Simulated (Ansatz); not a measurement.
# PbO: the cost of one run

Computed with Ansatz 0.2.0 (DFT LDA, scalar-relativistic, unless a step's input says otherwise).

### Step 1. Starting point

It takes space group P4/nmm (No. 129, tetragonal). The conventional cell has a = 3.974 Å, b = 3.974 Å, c = 5.022 Å, α = 90.00°, β = 90.00°, γ = 90.00°. Pb (site symmetry 4mm) has 4 O at 2.31 Å in its first shell of neighbours. O (site symmetry -4m2) has 4 Pb at 2.31 Å in its first shell of neighbours.

Coordinates:

```xyz
4
Lattice="3.9744 0.0000 0.0000 0.0000 3.9744 0.0000 0.0000 0.0000 5.0220" Properties=species:S:1:pos:R:3 pbc="T T T"
Pb    0.0000    1.9872    1.1807
Pb    1.9872    0.0000    3.8413
O     0.0000    0.0000    0.0000
O     1.9872    1.9872    0.0000
```

Atoms are numbered in the order of the input: Pb1, Pb2, O3, O4.

### Step 2. The deformed structure

Space group P4/nmm before, C2/m after.

### Step 3. All-electron LAPW

input.yaml reads:

```yaml
crystal:
  lattice:
    - [3.9744, 0.019872, 0.019872]
    - [0.019872, 3.9744, 0.019872]
    - [0.02511, 0.02511, 5.022]
  atoms:
    - { symbol: Pb, position: [0.0, 0.5, 0.2351] }
    - { symbol: Pb, position: [0.5, 0.0, 0.7649] }
    - { symbol: O, position: [0.0, 0.0, 0.0] }
    - { symbol: O, position: [0.5, 0.5, 0.0] }
kpoints:
  mp_grid: { grid: [7, 7, 6] }
  band_path:
    path:
      - [0.0, 0.0, 0.0]
      - [0.4950862661, -0.4950862661, 0.0]
      - [-0.4950862661, -0.5049137339, 0.0]
      - [-0.5, -0.5, 0.0]
      - [0.0, 0.0, 0.0]
      - [-0.5, -0.5, -0.5]
      - [-0.4911975476, -0.5088024524, -0.5]
      - [0.4911975476, -0.4911975476, -0.5]
      - [0.0, 0.0, -0.5]
    npoints: 5
scf:
  occupations: { method: fermi_dirac, width: 0.03 }
hamiltonian:
  xc: lda
  pseudopotentials: { kind: all_electron, lapw: { basis_error: 0.001 } }
output:
  forces: true
  stress: true
  eigenvalues: true
```

Started as:

```console
$ ansatz run input.yaml --threads 1 --pin off --max-ram 4096MiB --backend cpu --events-out ev --progress --plain --runs-dir out
```

**Question.** How long does this run take on 1 thread of Intel Xeon Platinum 8488C (Sapphire Rapids), shared host, and how much memory does it need?

About 1.7 min, with a peak of 1 GiB.
